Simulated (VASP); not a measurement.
Runs of VASP 6.6.1 on MgS. All rows change the cell; the cell of one of them follows. Symmetry: I4/mmm, No. 139, tetragonal system. The conventional cell has a = 3.863 Å, b = 3.863 Å, c = 5.073 Å, α = 90.00°, β = 90.00°, γ = 90.00°. Around Mg (site symmetry 4/mmm) lie 6 S at 2.54 to 2.73 Å. S (site symmetry 4/mmm) has 6 Mg at 2.54 to 2.73 Å as nearest neighbours. 

```csv
cell,gap on the mesh (eV),pressure (GPa)
"strain +0.050 along x and y, -0.025 along z, atoms carried along",2.36,-3.3
"strain +0.025 along x and y, -0.050 along z, atoms carried along",(a),2.0
"strain -0.050 along x and y, +0.000 along z, atoms carried along",(b),11.3
"strain +0.000 along x and y, -0.025 along z, atoms carried along",(c),3.1
```

Alike in all rows: task single point; level PBE; potentials or basis VASP PAW PBE potentials, release 64 (Mg, S); no spin polarisation; k mesh 8 × 8 × 8; cutoff (eV) 520; smearing gaussian 0.05 eV.

Q: Fill in the values left out.

A: (a) 2.49; (b) 2.78; (c) 2.71.

A k mesh can miss the band edges.
